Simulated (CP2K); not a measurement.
Runs of CP2K 2026.2 on InPd. Symmetry: Pm-3m, No. 221, cubic system. Conventional cell: a = 3.272 Å, b = 3.272 Å, c = 3.272 Å, α = 90.00°, β = 90.00°, γ = 90.00°. In (site symmetry m-3m) has 8 Pd at 2.83 Å as nearest neighbours. Pd (site symmetry m-3m) has 8 In at 2.83 Å as nearest neighbours. The cell comes from a database or a generator and needn't be the stable form of this composition.

| task | level | potentials or basis | cell | smearing | EPS_DEFAULT | points a segment of the path (NPOINTS) | bands added on the path | CUTOFF of the grids | gap on the mesh (eV) | pressure (GPa) |
| --- | --- | --- | --- | --- | --- | --- | --- | --- | --- | --- |
| band structure | r2SCAN | POTENTIAL_UZH In GTH-SCAN-q13, Pd GTH-SCAN-q18; TZVP-MOLOPT-SCAN-GTH basis | as given | fermi-dirac 0.1 eV | 1.0E-10 | 10 | 2 | 675 Ry | none | (a) |
| single point | PBEsol | POTENTIAL_UZH In GTH-PBE-q13, Pd GTH-PBE-q18; TZVP-MOLOPT-PBE-GTH basis | as given | fermi-dirac 0.05 eV | 1.0E-10 | - | - | 500 Ry | none | -1.3 |
| band structure | LDA | GTH_POTENTIALS In GTH-PADE-q13, Pd GTH-PADE-q18; TZVP-MOLOPT-PBE-GTH basis | as given | fermi-dirac 0.05 eV | 1.0E-9 | 10 | 6 | 500 Ry | none | -8.3 |
| band structure | PBEsol | POTENTIAL_UZH In GTH-PBE-q13, Pd GTH-PBE-q18; TZVP-MOLOPT-PBE-GTH basis | as given | fermi-dirac 0.05 eV | 1.0E-10 | 10 | 4 | 500 Ry | none | -1.3 |
| single point | PBEsol | POTENTIAL_UZH In GTH-PBE-q13, Pd GTH-PBE-q18; TZVP-MOLOPT-PBE-GTH basis | atoms moved at random, drawn with an rms of 0.05 Å | fermi-dirac 0.05 eV | 1.0E-10 | - | - | 500 Ry | none | -1.1 |

Alike in all rows: no spin polarisation; k mesh 8 × 8 × 8.

Estimate the missing entries.

(a) 2.8.

Caveats: the basis of atomic orbitals isn't converged, which shifts pressures, moduli and gaps; spin-orbit coupling is left out, which moves the levels of the heavy elements (some runs); the potentials were made for another functional, which shifts forces and pressure (some runs).

A k mesh can miss the band edges, and the runs leave out spin-orbit coupling on In, Pd.

A gap of «none» marks a metal or a gap under the smearing width.
